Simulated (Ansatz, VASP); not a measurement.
## Two plane-wave programs on Nb

```
Nb
1.0
     4.76056    0.00000    0.00000
    -2.38028    4.12277    0.00000
     0.00000    0.00000    2.62000
Nb
3
Direct
  0.00000 0.00000 0.00000
  0.33333 0.66667 0.50000
  0.66667 0.33333 0.50000
```

Alike in both runs: task single point; functional PBEsol; k mesh 9 × 9 × 13; occupations fermi-dirac, width 0.1 eV; no spin polarisation.

```csv
,VASP,Ansatz
version,VASP 6.6.1,Ansatz 0.2.0
potentials or method,"VASP PAW PBE potentials, release 64 (Nb_sv)","plane waves (420 eV) with PAW, scalar-relativistic"
plane-wave cutoff (eV),520,420
valence electrons in the cell,39,39
```

|  | VASP | Ansatz | Ansatz less VASP |
| --- | --- | --- | --- |
| pressure (GPa) | 7.6 | 7.9 | +0.28 |
| largest component of the traceless stress (GPa) | 0.01 | 0.09 | +0.087 |

Ansatz warned: «pseudo_functional_mismatch».

Caveats: the PAW data sets were made with another functional, which shifts forces and pressure a little (VASP).
